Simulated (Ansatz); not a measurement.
## ZrN: pressure against volume per atom

Periodic Kohn-Sham DFT of a crystal at fixed atoms; pressure and stress are positive in compression; the energy is the free energy less that of spherical unpolarised free atoms; site moments are those in the method's own spheres, positive along +z. The results are calculated, by Ansatz 0.2.0.

Cell of the first row (space group Fm-3m, No. 225):
```
ZrN
1.0
      0.0000     2.2376     2.2376
      2.2376     0.0000     2.2376
      2.2376     2.2376     0.0000
Zr N
1 1
Direct
  0.00000 0.00000 0.00000
  0.50000 0.50000 0.50000
```

Settings of every row: method all-electron PAW; functional PBE; relativity scalar; k mesh 9x9x9; filling fermi-dirac; smearing width 0.01 eV; nucleus gaussian.

Atom start moment: 0 on all atoms.

| row | volume per atom (Å³) | pressure (GPa) |
| --- | --- | --- |
| 1 | 11.203 | 23.393 |
| 2 | 11.209 | 23.209 |
| 3 | 11.442 | 16.419 |
| 4 | 11.68 | 10.139 |
| 5 | 11.799 | 7.238 |
| 6 | 11.918 | ? |
| 7 | 12.038 | 1.872 |
| 8 | 12.157 | -0.607 |
| 9 | 12.395 | -5.192 |
| 10 | 12.634 | -9.325 |

Question: what pressure should row 6 give?

Worked fit of pressure. Take u = (V_r/V)^(2/3) − 1 with V_r = 11.799 Å³ an atom, which is twice the finite (Eulerian) strain; such expansions in the strain, on which the Birch-Murnaghan equation of state is built, carry the rest volume and the bulk modulus. The shown rows have u = 0.03516, 0.03479, 0.02069, 0.00678, 0, -0.01328, -0.01973, -0.03232, -0.04456. Least squares give pressure = 7.251 + 420.524 × u + 1094.26 × u² GPa; a straight line predicts inner rows, each left out in turn, worse (root mean square 0.71 against 0.013 GPa). The rows lie off it by 0.004, 0.004, -0.001, -0.013, -0.013, 0.013, 0.013, 0.005, -0.010 (root mean square 0.0096 GPa). The pressure vanishes at u = -0.0181, or V = 12.13 Å³ an atom, and there the bulk modulus at fixed shape and fractions is B = −V dP/dV = (2/3)(1 + u) dP/du = 249 GPa. The withheld row has u = -0.00667, so the fit gives 7.251 + 420.524 × (-0.00667) + 1094.26 × (-0.00667)² = 4.495 GPa.

The calculation gave 4.485 GPa. The fit lies 0.010 GPa (0.031 % of the column's range) above it; its largest miss of a shown row is 0.013 GPa.
